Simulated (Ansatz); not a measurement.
BaSnO3 (cubic perovskite, space group No. 221) at seven volumes, the program Ansatz at the PBE level (PAW), scaled uniformly. One row is withheld.

| V (Å³/atom) | P (GPa) |
|---|---|
| 13.253 | 15.99 |
| 13.690 | 9.68 |
| 14.127 | ? |
| 14.564 | 0.01 |
| 15.001 | -3.67 |
| 15.438 | -6.73 |
| 15.875 | -9.28 |

Task: Fit the shown pressures and predict the withheld one.

Result: P = (3/2)B₀(x^(7/2) − x^(5/2))[1 + (3/4)(B′ − 4)(x − 1)] with x = (V₀/V)^(2/3). Least squares on the six rows gives V₀ = 14.565 Å³/atom, B₀ = 134 GPa, B′ = 5.01. At V = 14.127, x = 1.0206 and P = 4.42 GPa. The run itself gave 4.41 GPa.

Space group Pm-3m (cubic perovskite). Symmetry was held in the PBE relaxation. Scalar-relativistic: spin–orbit coupling is off unless named, which matters more the heavier the elements.

Potentials: the later of the program's two PAW sets.
